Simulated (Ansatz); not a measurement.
Spinel MgAl₂O₄ was calculated with G0W0@PBEsol in Ansatz (plane waves, hard PAW, contour deformation).

The same calculation (at the measured cell, 9.431 Å³/atom) with different numerical settings; throughout: response cutoff 70 eV, empty bands 323:

```tsv
run	k mesh	quasiparticle gap on the mesh (eV)	quasiparticle gap at Γ (eV)	rough time
1	2×2×2	7.596	7.596	2 core-min
2	4×4×4	7.580	7.580	10 core-min
3	6×6×6	___	___	90 core-min
```

### Question
What belongs in the gaps?

### Answer

- 3, quasiparticle gap on the mesh (eV): 7.575
- 3, quasiparticle gap at Γ (eV): 7.575

In the column quasiparticle gap on the mesh (eV) the first row differs from the last by +0.021 and the next to last by +0.005.

The last row is no converged limit: other settings stay fixed.

Ansatz is a first-principles code.
